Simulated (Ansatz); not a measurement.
# W (Im-3m) in Ansatz: a series of runs

The runs below take W through relaxation of cell and atoms, with PBE.

Program: Ansatz 0.2.0. These are calculated values, not measurements. Logs are shortened: lines on timing, memory, paths and dates and some standing lists are left out, and cuts for length are marked.

## 1. The structure

The structure is cubic, space group Im-3m (No. 229). Conventional cell: a = 3.165 Å, b = 3.165 Å, c = 3.165 Å, α = 90.00°, β = 90.00°, γ = 90.00°. Around W (site symmetry m-3m) lie 8 W at 2.74 Å.

## 2. Relaxation of cell and atoms, PBE

input.yaml reads:

```yaml
crystal:
  lattice:
    - [-1.582345, 1.582345, 1.582345]
    - [1.582345, -1.582345, 1.582345]
    - [1.582345, 1.582345, -1.582345]
  atoms:
    - { symbol: W, position: [0.0, 0.0, 0.0] }
hamiltonian:
  xc: pbe
  pseudopotentials: { kind: paw }
kpoints:
  mp_grid: { grid: [12, 12, 12] }
scf:
  occupations: { method: fermi_dirac, width: 0.05 }
output:
  forces: true
  stress: true
  eigenvalues: true
relax:
  f_tol: 0.01
  max_steps: 40
  cell: { stress_tol: 0.05 }
```

Potentials or basis: Ansatz PAW.

Started as:

```console
$ ansatz run input.yaml --threads 2 --pin off --max-ram 5632MiB --backend cpu --events-out ev --progress --plain --runs-dir out
```

What it wrote:

```text
Warning: RAYON_NUM_THREADS=2 ignored (pool sized by the plan → 2); use --threads N
Engine: ansatz 0.2.0, aarch64-unknown-linux-gnu
Pseudopotentials: kind: paw
Pseudopotential: W, paw, valence charge 14, recommended cutoff 420 eV (normal), W.paw.azcp
Functional definition: PBE
  parameter kappa = 0.804
  parameter beta = 0.06672455060314922
  exchange = pbe_x(kappa = kappa, mu = beta*pi^2/3)
  correlation = pbe_c(beta = beta)
Crystal: 1 atoms, lattice volume = 15.848 Å³
Basis set: ecut = 420 eV, 321 PW (Γ), exchange–correlation on 40×40×40 points (8 copies of the dense FFT grid, shifted against one another)
Bands: 11, of which v1, the nominal top of the filled ones, is band 7 counted from 1 (6 counted from 0)
Symmetry: 48 space group operations
Space group: Im-3m (ITA 229), of the structure as read, at distance tolerance 2.5e-5 Å
k-points: 72 of 1728
Non-local potential: W, projectors of the file, l = 0: 3, l = 1: 2, l = 2: 2, l = 3: 1
PAW form: soft (Blöchl's): semilocal exchange-correlation on the pseudo side does not see the compensation charge
PAW one-centre angular grid: W, 590 points (default); XC on 64 Gauss nodes
Initial density: superposition of atomic densities (neutral atoms: chi_scale 0, normalization atom), corrected by the library's trained network
Initial wavefunctions: pseudopotential atomic-orbital guess
Functional: x = pbe(κ = 0.804, μ = 0.2195149727645171), c = pbe(β = 0.06672455060314922)
SCF iter   1: F=—  HF=-10384.820443 eV  |F-HF|=—  |Δ(HF+E_count)|=         —  Δρ=1.70e-3  dr2=1.07e-4  ethr=1.77e-3  ⟨swp⟩=5.0  Hψ=4221  notcnv=0
preconditioner: auto → none  [metal: Δε(μ)=0.044 eV  Ē_g=9.064 eV  σ=0.050 eV  W_gap=0.21  n_scr=0 (ndim 8)  ℏωp=22.8 eV  f_vac=0.000  D(μ)=0.63/eV (n_scr^D=0)]
SCF iter   2: F=—  HF=-10384.820234 eV  |F-HF|=—  |Δ(HF+E_count)|=   2.09e-4  Δρ=8.96e-4  dr2=2.99e-5  ethr=7.64e-7  ⟨swp⟩=2.3  Hψ=1829  notcnv=0
SCF iter   3: F=—  HF=-10384.820261 eV  |F-HF|=—  |Δ(HF+E_count)|=   2.73e-5  Δρ=2.35e-4  dr2=7.10e-6  ethr=2.14e-7  ⟨swp⟩=2.0  Hψ=1235  notcnv=0
SCF iter   4: F=—  HF=-10384.820259 eV  |F-HF|=—  |Δ(HF+E_count)|=   2.27e-6  Δρ=1.49e-4  dr2=2.35e-6  ethr=5.07e-8  ⟨swp⟩=1.4  Hψ=874  notcnv=0
SCF iter   5: F=—  HF=-10384.820258 eV  |F-HF|=—  |Δ(HF+E_count)|=   7.07e-7  Δρ=8.45e-5  dr2=8.75e-7  ethr=1.68e-8  ⟨swp⟩=1.0  Hψ=787  notcnv=0
SCF iter   6: F=-10384.820258 eV  HF=-10384.820258 eV  |F-HF|=3.87e-8  |Δ(HF+E_count)|=   3.79e-7  Δρ=1.93e-5  dr2=4.62e-8  ethr=7.14e-10  ⟨swp⟩=3.0  Hψ=3092  notcnv=0
SCF 1 converged in 6 iterations: F = -10384.820258 eV  dr2 = 4.62e-8
relax step   1: F+E_penalty+E_count = -10384.82025774 eV  Δ(F+E_penalty+E_count) = +0.000e0 eV  max|allowed force component| = 0.000e0 eV/Å  Δτ_max = 0.0000 Å  P = +5.834 GPa  Ω = 15.848 Å³  (6 SCF iters, dr2 threshold 1.00e-7 eV, accepted)
Crystal: 1 atoms, lattice volume = 16.963 Å³
Initial density: handed on by an earlier stage of this run
Initial wavefunctions: those handed on with the density
iter 1 solved again at ethr=2.36e-6 eV; its pass at ethr=3.10e-3 eV (dr2=3.30e-4 eV) is discarded
SCF iter   1: F=—  HF=-10384.789233 eV  |F-HF|=—  |Δ(HF+E_count)|=         —  Δρ=2.43e-3  dr2=3.07e-4  ethr=2.36e-6  ⟨swp⟩=2.2  Hψ=6044  notcnv=0
preconditioner: auto → none  [metal: Δε(μ)=0.105 eV  Ē_g=8.430 eV  σ=0.050 eV  W_gap=0.43  n_scr=0 (ndim 8)  ℏωp=22.1 eV  f_vac=0.000  D(μ)=0.43/eV (n_scr^D=0)]
SCF iter   2: F=—  HF=-10384.789366 eV  |F-HF|=—  |Δ(HF+E_count)|=   1.33e-4  Δρ=1.17e-3  dr2=5.69e-5  ethr=2.19e-6  ⟨swp⟩=2.7  Hψ=1303  notcnv=0
SCF iter   3: F=—  HF=-10384.789430 eV  |F-HF|=—  |Δ(HF+E_count)|=   6.46e-5  Δρ=2.20e-4  dr2=2.66e-6  ethr=4.07e-7  ⟨swp⟩=1.7  Hψ=1090  notcnv=0
SCF iter   4: F=-10384.789432 eV  HF=-10384.789432 eV  |F-HF|=3.66e-9  |Δ(HF+E_count)|=   1.48e-6  Δρ=1.08e-5  dr2=4.55e-9  ethr=7.14e-10  ⟨swp⟩=3.4  Hψ=3208  notcnv=0
SCF 2 converged in 4 iterations: F = -10384.789432 eV  dr2 = 4.55e-9
relax step   2: F+E_penalty+E_count = -10384.78943164 eV  Δ(F+E_penalty+E_count) = +3.083e-2 eV  max|allowed force component| = 0.000e0 eV/Å  Δτ_max = 0.0000 Å  P = -13.448 GPa  Ω = 16.963 Å³  energy of the carried Pulay correction = -5.186e-4 eV  (4 SCF iters, dr2 threshold 1.00e-7 eV, rejected (line search))
Crystal: 1 atoms, lattice volume = 16.169 Å³
iter 1 solved again at ethr=7.61e-7 eV; its pass at ethr=3.10e-3 eV (dr2=1.06e-4 eV) is discarded
SCF iter   1: F=—  HF=-10384.825346 eV  |F-HF|=—  |Δ(HF+E_count)|=         —  Δρ=1.68e-3  dr2=1.23e-4  ethr=7.61e-7  ⟨swp⟩=2.2  Hψ=6007  notcnv=0
preconditioner: auto → none  [metal: Δε(μ)=0.041 eV  Ē_g=8.873 eV  σ=0.050 eV  W_gap=0.20  n_scr=0 (ndim 8)  ℏωp=22.6 eV  f_vac=0.000  D(μ)=0.58/eV (n_scr^D=0)]
SCF iter   2: F=—  HF=-10384.825415 eV  |F-HF|=—  |Δ(HF+E_count)|=   6.82e-5  Δρ=8.32e-4  dr2=2.68e-5  ethr=7.61e-7  ⟨swp⟩=2.1  Hψ=1287  notcnv=0
SCF iter   3: F=—  HF=-10384.825443 eV  |F-HF|=—  |Δ(HF+E_count)|=   2.88e-5  Δρ=1.23e-4  dr2=1.02e-6  ethr=1.91e-7  ⟨swp⟩=2.0  Hψ=868  notcnv=0
SCF iter   4: F=—  HF=-10384.825445 eV  |F-HF|=—  |Δ(HF+E_count)|=   2.04e-6  Δρ=1.01e-5  dr2=4.33e-9  ethr=7.32e-9  ⟨swp⟩=2.7  Hψ=1320  notcnv=0
SCF iter   5: F=—  HF=-10384.825445 eV  |F-HF|=—  |Δ(HF+E_count)|=   1.70e-9  Δρ=9.97e-7  dr2=1.22e-10  ethr=3.09e-11  ⟨swp⟩=2.0  Hψ=1254  notcnv=0
SCF iter   6: F=-10384.825445 eV  HF=-10384.825445 eV  |F-HF|=9.09e-12  |Δ(HF+E_count)|=  3.09e-11  Δρ=5.36e-8  dr2=3.72e-13  ethr=1.00e-12  ⟨swp⟩=5.9  Hψ=2969  notcnv=0
SCF 3 converged in 6 iterations: F = -10384.825445 eV  dr2 = 3.72e-13
relax step   3: F+E_penalty+E_count = -10384.82544546 eV  Δ(F+E_penalty+E_count) = -5.188e-3 eV  max|allowed force component| = 0.000e0 eV/Å  Δτ_max = 0.0000 Å  P = -0.413 GPa  Ω = 16.169 Å³  energy of the carried Pulay correction = -1.533e-4 eV  (6 SCF iters, accepted)
Crystal: 1 atoms, lattice volume = 16.147 Å³
iter 1 solved again at ethr=3.15e-9 eV; its pass at ethr=3.10e-3 eV (dr2=4.42e-7 eV) is discarded
SCF iter   1: F=—  HF=-10384.825486 eV  |F-HF|=—  |Δ(HF+E_count)|=         —  Δρ=5.14e-5  dr2=1.47e-7  ethr=3.15e-9  ⟨swp⟩=2.3  Hψ=5310  notcnv=0
preconditioner: auto → none  [metal: Δε(μ)=0.042 eV  Ē_g=8.888 eV  σ=0.050 eV  W_gap=0.21  n_scr=0 (ndim 8)  ℏωp=22.6 eV  f_vac=0.000  D(μ)=0.58/eV (n_scr^D=0)]
SCF iter   2: F=-10384.825485 eV  HF=-10384.825485 eV  |F-HF|=2.63e-8  |Δ(HF+E_count)|=   1.39e-6  Δρ=2.40e-5  dr2=2.18e-8  ethr=7.14e-10  ⟨swp⟩=2.1  Hψ=2872  notcnv=0
SCF 4 converged in 2 iterations: F = -10384.825485 eV  dr2 = 2.18e-8
relax step   4: F+E_penalty+E_count = -10384.82548478 eV  Δ(F+E_penalty+E_count) = -3.932e-5 eV  max|allowed force component| = 0.000e0 eV/Å  Δτ_max = 0.0000 Å  P = +0.005 GPa  Ω = 16.147 Å³  energy of the carried Pulay correction = -1.426e-4 eV  (2 SCF iters, dr2 threshold 1.00e-7 eV, accepted)
Initial wavefunctions: pseudopotential atomic-orbital guess (no wavefunctions were taken with the density)
iter 1 solved again at ethr=4.61e-8 eV; its pass at ethr=3.10e-3 eV (dr2=6.46e-6 eV) is discarded
SCF iter   1: F=—  HF=-10384.825627 eV  |F-HF|=—  |Δ(HF+E_count)|=         —  Δρ=6.84e-5  dr2=1.11e-7  ethr=4.61e-8  ⟨swp⟩=3.0  Hψ=6431  notcnv=0
SCF iter   2: F=—  HF=-10384.825624 eV  |F-HF|=—  |Δ(HF+E_count)|=   2.92e-6  Δρ=3.44e-5  dr2=2.76e-8  ethr=7.90e-10  ⟨swp⟩=1.4  Hψ=879  notcnv=0
SCF iter   3: F=—  HF=-10384.825624 eV  |F-HF|=—  |Δ(HF+E_count)|=   1.65e-8  Δρ=1.27e-6  dr2=1.48e-10  ethr=1.97e-10  ⟨swp⟩=2.1  Hψ=1226  notcnv=0
SCF iter   4: F=—  HF=-10384.825624 eV  |F-HF|=—  |Δ(HF+E_count)|=  1.27e-11  Δρ=4.10e-7  dr2=2.52e-11  ethr=1.00e-12  ⟨swp⟩=6.5  Hψ=3480  notcnv=0
SCF iter   5: F=-10384.825624 eV  HF=-10384.825624 eV  |F-HF|=1.82e-12  |Δ(HF+E_count)|=  1.46e-11  Δρ=3.31e-8  dr2=8.87e-14  ethr=1.00e-12  ⟨swp⟩=5.5  Hψ=2872  notcnv=0
SCF 5 converged in 5 iterations: F = -10384.825624 eV  dr2 = 8.87e-14
relax step   5: F+E_penalty+E_count = -10384.82562407 eV  Δ(F+E_penalty+E_count) = -1.393e-4 eV  max|allowed force component| = 0.000e0 eV/Å  Δτ_max = 0.0000 Å  P = +0.004 GPa  Ω = 16.147 Å³  stress off target by 3.59e-3 GPa  SCF on the basis re-selected at this cell (its energy is not comparable with the rows above)  (5 SCF iters)
basis re-selected at this cell: Δ(F+E_penalty+E_count) = -1.393e-4 eV, ΔP = -0.002 GPa vs the last step (what re-selecting the basis moved, of the pressure what is left beyond the Pulay correction that the steps carried, after the strain that the cell walked since its last selection, with what the two solves' SCF thresholds leave and, on support functions, any second-order correction that the steps lacked; it is no measure of the basis error at this ecutwfc). This SCF's stress stands 3.59e-3 GPa from its target on what of the cell is left free (relax.cell.stress_tol is 5.00e-2 GPa) and its largest allowed force component is 0.00e0 eV/Å (relax.f_tol is 1.00e-2 eV/Å): within both
SCF converged after 5 iterations
Free energy (F): -10384.825624 eV
Harris-Foulkes:  -10384.825624 eV  (|F-HF|=1.82e-12)
Internal energy: -10384.821069 eV  (E = F + TS)
E sigma→0 (E₀):  -10384.823347 eV
Entropy (-TS):   -0.004555 eV (-4.555 meV/atom)
Fermi energy:    22.053607 eV
--- Per-component energies (eV) ---
  E_band       = -87.802506
  E_kinetic    = 449.450050
  E_local      = -611.217914  (includes V_loc(G=0)·N_el)
  E_nonlocal   = 0.209335
  E_hartree    = 218.617366
  E_xc         = -266.825126
  E_vxc        = -238.633616  (∫ρ·V_xc dr)
  E_paw        = -8562.371613  (= ΣΔE_a)
  E_vpaw       = -124.845026  (= ΣTr[D̂ρ^β])
  E_aug_tail   = -0.000064  (compensation charges beyond the density's cutoff)
  E_ewald      = -1612.683105
  E_smearing   = -0.004555  (= −TS)
  E_closure    = 0.000000  (closes the sum)
  Σ components = -10384.825624   (vs F -10384.825624, Δ=0.00e0)
--- Forces (eV/Å), atoms counted from 1 ---
  atom   1  W      0.00000000    -0.00000000    -0.00000000
  max |Σ_I F_I| component: 1.21e-31 eV/Å
--- Stress (GPa, compression-positive) ---
        0.003591       0.000000       0.000000
       -0.000000       0.003591      -0.000000
       -0.000000       0.000000       0.003591
  P = ⅓ Tr σ = 0.0036 GPa (0.036 kbar)
--- Band table (eV; the first three rows and the last of 72) ---
  k-point 0: bands = ["-51.9831", "-15.6091", "-15.6091", "-15.6091", "12.6268", "20.9434", "20.9434", "20.9434", "24.3589", "24.3589", "36.6230"]
  k-point 1: bands = ["-51.9749", "-15.6966", "-15.6365", "-15.6094", "12.9531", "20.7491", "20.8941", "21.2607", "24.0685", "24.3640", "36.8877"]
  k-point 2: bands = ["-51.9522", "-15.9309", "-15.7109", "-15.6105", "13.8478", "20.2593", "20.6498", "22.1883", "23.6822", "24.4095", "37.3196"]
  k-point 71: bands = ["-51.7660", "-16.4621", "-16.4621", "-16.4621", "16.4614", "16.4614", "27.1771", "27.1771", "27.1771", "30.2520", "30.2520"]
--- Relaxed structure (4 steps of the walk, 3 accepted, 1 SCFs on fresh bases) ---
  F+E_penalty+E_count = -10384.82562407 eV   max|allowed force component| = 0.000e0 eV/Å   (the final SCF, on the basis selected at the relaxed cell)
  cell:  # Å, volume = 16.1468 Å³
    - [-1.592240840942869, 1.592240840942869, 1.592240840942869]
    - [1.592240840942869, -1.592240840942869, 1.592240840942869]
    - [1.592240840942869, 1.592240840942869, -1.592240840942869]
  atoms:
    - { symbol: W, position: [0.0, 0.0, 0.0] }
```

Run time: 2.8 s. Hardware: 2 threads of Arm Neoverse V1, shared host; peak memory 0.27 GiB.

What came out:

| Quantity | Value |
| --- | --- |
| Free energy | -10384.8256 eV |
| Relaxed volume | 16.15 Å³/atom |
| Relaxed cell | a = 2.758 Å, b = 2.758 Å, c = 2.758 Å, α = 109.47°, β = 109.47°, γ = 109.47° |
| Space group after relaxing (to 0.05 Å) | Im-3m (No. 229) |
| Energy gained by relaxing | 5.4 meV/atom |
| Ionic steps | 4 |
| Pressure after relaxing | 0.0 GPa |
| Band gap on the k mesh | none (metal or under the smearing width) |

Step by step:
| step | energy change (eV) | largest force (eV/Å) | volume (Å³) |
| --- | --- | --- | --- |
| 1 | 0.0000 | 0.0000 | 15.85 |
| 2 | -0.0052 | 0.0000 | 16.17 |
| 3 | -0.0052 | 0.0000 | 16.15 |
| 4 | -0.0054 | 0.0000 | 16.15 |

Final structure:
```xyz
1
Lattice="-1.5922 1.5922 1.5922 1.5922 -1.5922 1.5922 1.5922 1.5922 -1.5922" Properties=species:S:1:pos:R:3 pbc="T T T"
W     0.0000    0.0000    0.0000
```

Levels at points of the mesh, in eV from the Fermi level:
| k point | band 3 | band 4 | band 5 | band 6 | band 7 | band 8 | band 9 | band 10 | band 11 |
| --- | --- | --- | --- | --- | --- | --- | --- | --- | --- |
| (0.00, 0.00, 0.00) | -37.66 | -37.66 | -9.43 | -1.11 | -1.11 | -1.11 | 2.31 | 2.31 | 14.57 |
| (0.00, 0.00, -0.50) | -38.06 | -37.67 | -6.06 | -3.39 | 0.73 | 2.19 | 3.15 | 6.08 | 10.88 |
| (-0.50, -0.50, -0.50) | -38.52 | -38.52 | -5.59 | -5.59 | 5.12 | 5.12 | 5.12 | 8.20 | 8.20 |

Caveat: the plane-wave basis is chosen anew once the cell has moved, so the energies of steps on either side of that aren't comparable.

## 3. Relaxation of cell and atoms, PBE, target pressure 2 GPa, at which the enthalpy is minimised

Edit input.yaml of step 2 so:

```diff
@@ -18,2 +18,6 @@
   eigenvalues: true
+  write_density: true
+  write_potential: true
+  elf: true
+  volumetric_format: npy
 relax:
@@ -21,2 +25,2 @@
   max_steps: 40
-  cell: { stress_tol: 0.05 }
+  cell: { stress_tol: 0.05, p_target: 2.0 }
```

Potentials or basis: Ansatz PAW.

Started as:

```console
$ ansatz run input.yaml --threads 2 --pin off --max-ram 5632MiB --backend cpu --events-out ev --progress --plain --runs-dir out
```

What it wrote:

```text
Warning: RAYON_NUM_THREADS=2 ignored (pool sized by the plan → 2); use --threads N
[... 8 set-up lines as earlier in the session ...]
Crystal: 1 atoms, lattice volume = 15.848 Å³
Basis set: ecut = 420 eV, 321 PW (Γ), exchange–correlation on 40×40×40 points (8 copies of the dense FFT grid, shifted against one another)
Bands: 11, of which v1, the nominal top of the filled ones, is band 7 counted from 1 (6 counted from 0)
[... 2 set-up lines as earlier in the session ...]
k-points: 72 of 1728
[... 6 set-up lines as earlier in the session ...]
SCF iter   1: F=—  HF=-10384.820443 eV  |F-HF|=—  |Δ(HF+E_count)|=         —  Δρ=1.70e-3  dr2=1.07e-4  ethr=1.77e-3  ⟨swp⟩=5.0  Hψ=4221  notcnv=0
preconditioner: auto → none  [metal: Δε(μ)=0.044 eV  Ē_g=9.064 eV  σ=0.050 eV  W_gap=0.21  n_scr=0 (ndim 8)  ℏωp=22.8 eV  f_vac=0.000  D(μ)=0.63/eV (n_scr^D=0)]
SCF iter   2: F=—  HF=-10384.820234 eV  |F-HF|=—  |Δ(HF+E_count)|=   2.09e-4  Δρ=8.96e-4  dr2=2.99e-5  ethr=7.64e-7  ⟨swp⟩=2.3  Hψ=1829  notcnv=0
SCF iter   3: F=—  HF=-10384.820261 eV  |F-HF|=—  |Δ(HF+E_count)|=   2.73e-5  Δρ=2.35e-4  dr2=7.10e-6  ethr=2.14e-7  ⟨swp⟩=2.0  Hψ=1235  notcnv=0
SCF iter   4: F=—  HF=-10384.820259 eV  |F-HF|=—  |Δ(HF+E_count)|=   2.27e-6  Δρ=1.49e-4  dr2=2.35e-6  ethr=5.07e-8  ⟨swp⟩=1.4  Hψ=874  notcnv=0
SCF iter   5: F=—  HF=-10384.820258 eV  |F-HF|=—  |Δ(HF+E_count)|=   7.07e-7  Δρ=8.45e-5  dr2=8.75e-7  ethr=1.68e-8  ⟨swp⟩=1.0  Hψ=787  notcnv=0
SCF iter   6: F=-10384.820258 eV  HF=-10384.820258 eV  |F-HF|=3.87e-8  |Δ(HF+E_count)|=   3.79e-7  Δρ=1.93e-5  dr2=4.62e-8  ethr=7.14e-10  ⟨swp⟩=6.3  Hψ=4528  notcnv=0
SCF 1 converged in 6 iterations: F = -10384.820258 eV  dr2 = 4.62e-8
[... 36 lines left out ...]
SCF 5 converged in 4 iterations: F = -10384.824971 eV  dr2 = 7.52e-12
relax step   5: F+E_penalty+E_count = -10384.82497113 eV  Δ(F+E_penalty+E_count) = -9.432e-5 eV  max|allowed force component| = 0.000e0 eV/Å  Δτ_max = 0.0000 Å  P = +2.001 GPa  Ω = 16.041 Å³  stress off target by 1.49e-3 GPa  SCF on the basis re-selected at this cell (its energy is not comparable with the rows above)  (4 SCF iters)
basis re-selected at this cell: Δ(F+E_penalty+E_count) = -9.432e-5 eV, ΔP = -0.001 GPa vs the last step (what re-selecting the basis moved, of the pressure what is left beyond the Pulay correction that the steps carried, after the strain that the cell walked since its last selection, with what the two solves' SCF thresholds leave and, on support functions, any second-order correction that the steps lacked; it is no measure of the basis error at this ecutwfc). This SCF's stress stands 1.49e-3 GPa from its target on what of the cell is left free (relax.cell.stress_tol is 5.00e-2 GPa) and its largest allowed force component is 0.00e0 eV/Å (relax.f_tol is 1.00e-2 eV/Å): within both
SCF converged after 4 iterations
Free energy (F): -10384.824971 eV
Harris-Foulkes:  -10384.824971 eV  (|F-HF|=1.09e-11)
Internal energy: -10384.820289 eV  (E = F + TS)
E sigma→0 (E₀):  -10384.822630 eV
Entropy (-TS):   -0.004682 eV (-4.682 meV/atom)
Fermi energy:    22.223633 eV
--- Per-component energies (eV) ---
  E_band       = -85.535408
  E_kinetic    = 449.787264
  E_local      = -606.689212  (includes V_loc(G=0)·N_el)
  E_nonlocal   = 0.244282
  E_hartree    = 217.393496
  E_xc         = -266.940294
  E_vxc        = -238.786561  (∫ρ·V_xc dr)
  E_paw        = -8562.402082  (= ΣΔE_a)
  E_vpaw       = -124.878034  (= ΣTr[D̂ρ^β])
  E_aug_tail   = -0.000061  (compensation charges beyond the density's cutoff)
  E_ewald      = -1616.213682
  E_smearing   = -0.004682  (= −TS)
  E_closure    = 0.000000  (closes the sum)
  Σ components = -10384.824971   (vs F -10384.824971, Δ=0.00e0)
--- Forces (eV/Å), atoms counted from 1 ---
  atom   1  W      0.00000000    -0.00000000     0.00000000
  max |Σ_I F_I| component: 2.88e-32 eV/Å
--- Stress (GPa, compression-positive) ---
        2.001490      -0.000000      -0.000000
       -0.000000       2.001490       0.000000
        0.000000      -0.000000       2.001490
  P = ⅓ Tr σ = 2.0015 GPa (20.015 kbar)
--- Band table (eV; the first three rows and the last of 72) ---
  k-point 0: bands = ["-51.8076", "-15.4243", "-15.4243", "-15.4243", "12.7559", "21.0988", "21.0988", "21.0988", "24.5404", "24.5404", "36.8040"]
  k-point 1: bands = ["-51.7991", "-15.5139", "-15.4523", "-15.4247", "13.0848", "20.9024", "21.0489", "21.4189", "24.2463", "24.5454", "37.0719"]
  k-point 2: bands = ["-51.7758", "-15.7535", "-15.5283", "-15.4258", "13.9857", "20.4079", "20.8022", "22.3548", "23.8566", "24.5911", "37.5135"]
  k-point 71: bands = ["-51.5842", "-16.2952", "-16.2952", "-16.2952", "16.5752", "16.5752", "27.3903", "27.3903", "27.3903", "30.4698", "30.4698"]
--- Relaxed structure (4 steps of the walk, 3 accepted, 1 SCFs on fresh bases) ---
  F+E_penalty+E_count = -10384.82497113 eV   max|allowed force component| = 0.000e0 eV/Å   (the final SCF, on the basis selected at the relaxed cell)
  cell:  # Å, volume = 16.0412 Å³
    - [-1.5887626314750132, 1.5887626314750132, 1.5887626314750132]
    - [1.5887626314750132, -1.5887626314750132, 1.5887626314750132]
    - [1.5887626314750132, 1.5887626314750132, -1.5887626314750132]
  atoms:
    - { symbol: W, position: [0.0, 0.0, 0.0] }
```

rho_z.tsv:

```text
# z_ang	rho[e/angstrom^3]
# format = ansatz-planar-average/11
# lattice	-1.588762631	1.588762631	1.588762631
# lattice	1.588762631	-1.588762631	1.588762631
# lattice	1.588762631	1.588762631	-1.588762631
# sites	1
# site	74	0.000000000	0.000000000	0.000000000
0.000000	1.478017e0
0.137591	1.456985e0
0.275182	1.384096e0
0.412773	1.245025e0
0.550364	1.047300e0
0.687954	8.268885e-1
[... 12 lines left out ...]
2.476636	1.384096e0
2.614227	1.456985e0
```

v_z.tsv:

```text
# z_ang	v_es[eV]	v_tot[eV]
# format = ansatz-planar-average/11
# xc	pbe
# density_cutoff_ev	1680
# datasets	W=:simpson_from_first_knot:soft
# lattice	-1.588762631	1.588762631	1.588762631
# lattice	1.588762631	-1.588762631	1.588762631
# lattice	1.588762631	1.588762631	-1.588762631
# sites	1
# site	74	0.000000000	0.000000000	0.000000000
0.000000	2.975325e-1	-1.615392e1
0.137591	7.334136e-1	-1.559130e1
0.275182	2.011448e0	-1.392937e1
0.412773	4.041508e0	-1.127280e1
0.550364	6.672898e0	-7.824406e0
0.687954	9.687970e0	-3.897334e0
[... 12 lines left out ...]
2.476636	2.011448e0	-1.392937e1
2.614227	7.334136e-1	-1.559130e1
```

It took 2.8 s on 2 threads of Arm Neoverse V1, shared host; peak memory 0.27 GiB.

Results:

```yaml
Free_energy: -10384.8250 eV
Relaxed_volume: 16.04 Å³/atom
Relaxed_cell: a = 2.752 Å, b = 2.752 Å, c = 2.752 Å, α = 109.47°, β = 109.47°, γ = 109.47°
Space_group_after_relaxing_to_0.05_Å: Im-3m (No. 229)
Energy_change_on_relaxing_the_enthalpy_is_what_falls: -4.7 meV/atom
Ionic_steps: 4
Pressure_after_relaxing: 2.0 GPa
Band_gap_on_the_k_mesh: none (metal or under the smearing width)
```

Step by step:
| step | energy change (eV) | largest force (eV/Å) | volume (Å³) |
| --- | --- | --- | --- |
| 1 | 0.0000 | 0.0000 | 15.85 |
| 2 | -0.0047 | 0.0000 | 16.05 |
| 3 | -0.0046 | 0.0000 | 16.04 |
| 4 | -0.0047 | 0.0000 | 16.04 |

Final structure:
```
CELL_PARAMETERS angstrom
-1.58876 1.58876 1.58876
1.58876 -1.58876 1.58876
1.58876 1.58876 -1.58876
ATOMIC_POSITIONS crystal
W 0.00000 0.00000 0.00000
```

Caveat: the plane-wave basis is chosen anew once the cell has moved, so the energies of steps on either side of that aren't comparable. The run has no spin-orbit coupling, so splittings on W are missing.

(Part 1 of 2 ends here.)
